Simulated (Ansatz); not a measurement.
**Ag: energy along a strain**

Ag, Fm-3m, a = 4.147 Å. Ansatz: PBE, PAW, 420 eV, Γ-centred 24×24×24 mesh on 1 atom, Gaussian smearing 0.15 eV; no spin polarisation. Cell vectors (Å): 0.000 2.074 2.074; 2.074 0.000 2.074; 2.074 2.074 0.000. The cell is strained by x per cent times the pattern (1 -1 0 0 0 0) in the order xx yy zz yz xz xy (engineering shears), with fractional coordinates held. y is the free energy over the start, V0 = 17.832 Å³/atom. Symmetry makes y even in x.

```tsv
x (%)	y (meV/atom)
-2.00	1.61
-1.00	0.41
0.00	0.00
0.25	0.03
0.50	?
0.75	0.23
1.25	0.63
1.50	0.91
1.75	1.24
```

Fit y = c2 x² + c4 x⁴ to the other rows, get the stiffness along the pattern, and predict the missing energy.

Least squares on the rows shown. y = 0.4080 x² − 0.001314 x⁴. The clamped-ion stiffness p·C·p = 2 × 4.080 eV × 160.2 / 17.832 Å³ = 73 GPa. At x = 0.50 the fit asked for gives 0.10 meV/atom. The run gave 0.10 meV/atom, the same to the digits shown.